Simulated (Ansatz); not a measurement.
**InSe: band structure with LDA**

The system is InSe.

```
CELL_PARAMETERS angstrom
5.82639 -2.05465 0.00000
5.82639 2.05465 0.00000
-1.72323 0.00000 4.77135
ATOMIC_POSITIONS crystal
In 0.88820 0.88820 0.04684
In 0.11180 0.11180 0.95316
Se 0.66093 0.66093 0.66896
Se 0.33907 0.33907 0.33104
```

The cell comes from a database or a generator and needn't be the stable form of this composition.

```yaml
Program: Ansatz 0.2.0
Task: band structure
Functional: LDA
Potentials_or_basis: Ansatz PAW
Cutoff: "420 eV (not typed: the program's choice for these potentials)"
k_mesh: 7 × 7 × 6
Occupations: fermi-dirac, width 0.05 eV
Spin: no spin polarisation
Path: "[[\"X\", \"G\", \"Y\"], [\"L\", \"G\", \"Z\"], [\"N\", \"G\", \"M\"], [\"R\", \"G\"]]"
Points_for_each_segment_of_the_path: 14
```

```json
{"Pressure": "-2.8 GPa", "Largest force": "0.090 eV/Å", "Band gap on the k mesh": "1.00 eV, indirect (least direct gap 1.06 eV)", "Band gap along the path": "0.99 eV, indirect (least direct gap 1.23 eV)"}
```

Forces on the atoms (eV/Å):
```
In  -0.078  0.000  0.012
In   0.078  0.000 -0.012
Se   0.000  0.000  0.090
Se   0.000  0.000 -0.090
```

Stress tensor (GPa, compression positive):
```
-3.37  0.00  0.04
 0.00 -2.67  0.00
 0.04  0.00 -2.33
```

Levels at the corners of the path, in eV from the valence-band top:
```
point  band 26  band 27  band 28  band 29  band 30  band 31  band 32  band 33
    X    -2.15    -1.77    -1.55    -1.18     1.55     2.34     3.61     3.62
    Γ    -2.25    -1.95    -1.34    -1.12     2.60     2.93     3.54     4.77
    Y    -1.75    -1.43    -1.04    -0.38     0.99     2.00     3.46     3.84
    L    -2.96    -2.14    -2.10    -1.29     2.36     3.36     3.64     4.64
    Γ    -2.25    -1.95    -1.34    -1.12     2.60     2.93     3.54     4.77
    Z    -1.65    -1.27    -0.72    -0.49     2.07     2.92     3.35     4.68
    N    -2.96    -2.14    -2.10    -1.29     2.36     3.36     3.64     4.64
    Γ    -2.25    -1.95    -1.34    -1.12     2.60     2.93     3.54     4.77
    M    -2.34    -1.18    -0.67    -0.05     1.37     2.57     3.30     3.92
    R    -2.15    -1.77    -1.55    -1.18     1.55     2.34     3.61     3.62
    Γ    -2.25    -1.95    -1.34    -1.12     2.60     2.93     3.54     4.77
```

Run time: 9 s on 2 threads of Intel(R) Xeon(R) 6975P-C (Granite Rapids) (shared host), peak memory 0.66 GiB.

Caveat: spin-orbit coupling is left out, which moves the levels of the heavy elements; the PAW data sets come from PBE, with cores solved anew for the run's functional, which leaves a small shift of forces and pressure. As with any semilocal functional, this LDA gap is likely too small.
